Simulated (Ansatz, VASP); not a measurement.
# One calculation of Hg, two programs

The input INCAR:

```
SYSTEM = Hg
  PREC = Accurate
  ENCUT = 520
  EDIFF = 1E-6
  ISMEAR = 0
  SIGMA = 0.15
  LREAL = .False.
  LASPH = .True.
  NELM = 100
  ALGO = Normal
  ISIF = 2
  LWAVE = .False.
  LCHARG = .False.
  GGA = PE
  IVDW = 12
  NBANDS = 19
```

KPOINTS

```
regular mesh
0
Gamma
  18 18 10
  0 0 0
```

The input POSCAR:

```
Hg
1.0
    3.2576875949      0.0000000000      0.0000000000
   -1.6288437974      2.8212402147      0.0000000000
    0.0000000000      0.0000000000      6.1967767700
Hg
2
Direct
    0.6666666667      0.3333333333      0.7500000000
    0.3333333333      0.6666666667      0.2500000000
```

Input for Ansatz:

```yaml
crystal:
  lattice:
    - [3.2576875949, 0.0, 0.0]
    - [-1.6288437974, 2.8212402147, 0.0]
    - [0.0, 0.0, 6.19677677]
  atoms:
    - { symbol: Hg, position: [0.6666666667, 0.3333333333, 0.75] }
    - { symbol: Hg, position: [0.3333333333, 0.6666666667, 0.25] }
basis:
  ecutwfc: 420
kpoints:
  mp_grid: { grid: [18, 18, 10] }
hamiltonian:
  xc: pbe
  dispersion: d3bj
scf:
  occupations: { method: gaussian, width: 0.15 }
output:
  forces: true
  stress: true
  eigenvalues: true
```

Alike in both runs: task single point; functional PBE; dispersion D3(BJ); k mesh 18 × 18 × 10; occupations gaussian, width 0.15 eV; no spin polarisation.

|  | VASP | Ansatz |
| --- | --- | --- |
| version | VASP 6.6.1 | Ansatz 0.2.0 |
| potentials or method | VASP PAW PBE potentials, release 64 (Hg) | scalar-relativistic, plane waves, PAW |
| plane-wave cutoff (eV) | 520 | 420 |
| valence electrons in the cell | 24 | 40 |

|  | VASP | Ansatz | Ansatz less VASP |
| --- | --- | --- | --- |
| gap on the k mesh at the Fermi level (eV) | none | none | - |
| pressure (GPa) | -1.0 | -1.1 | -0.13 |
| largest component of the traceless stress (GPa) | 1.60 | 1.51 | -0.090 |

A gap of «none» marks a metal or a gap that the smearing closes. The two sets of potentials don't hold the same shells in valence.

Caveats: pairwise dispersion overbinds metals, which lowers pressure and volume. Spin-orbit coupling is left out, which matters for the levels of Hg.
